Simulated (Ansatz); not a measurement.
Runs of Ansatz 0.2.0 on As. Symmetry: Pm-3m, No. 221, cubic system. Conventional cell: a = 2.704 Å, b = 2.704 Å, c = 2.704 Å, α = 90.00°, β = 90.00°, γ = 90.00°. As (site symmetry m-3m) has 6 As at 2.70 Å as nearest neighbours. This isn't the form of As at room conditions, which is rhombohedral.

| potentials or basis | spin | k mesh | cutoff (eV) | basis error allowed | pressure (GPa) |
| --- | --- | --- | --- | --- | --- |
| all-electron LAPW, scalar-relativistic | off | 10 × 10 × 10 | 237 | 0.001 eV/atom | -1.5 |
| all-electron LAPW, inner shells corrected to Dirac's equation | off | 10 × 10 × 10 | 237 | 0.001 eV/atom | -1.5 |
| all-electron LAPW, relativistic spinors | SOC, no magnetisation | 8 × 8 × 8 | 237 | 0.001 eV/atom | -0.4 |
| all-electron PAW datasets made for the crystal | off | 10 × 10 × 10 | 180 | - | (a) |
| all-electron LAPW, scalar-relativistic | off | 8 × 8 × 8 | 237 | 0.001 eV/atom | -0.5 |

Alike in all rows: task band structure; level PBEsol; cell as given; smearing fermi-dirac 0.05 eV.

Problem. Fill in the values left out.

Solution. (a) -1.6.

Caveats: the k mesh is thin for a metal, which can move the energy by tens of meV per atom (some runs).

The runs don't all hold the same shells in valence.
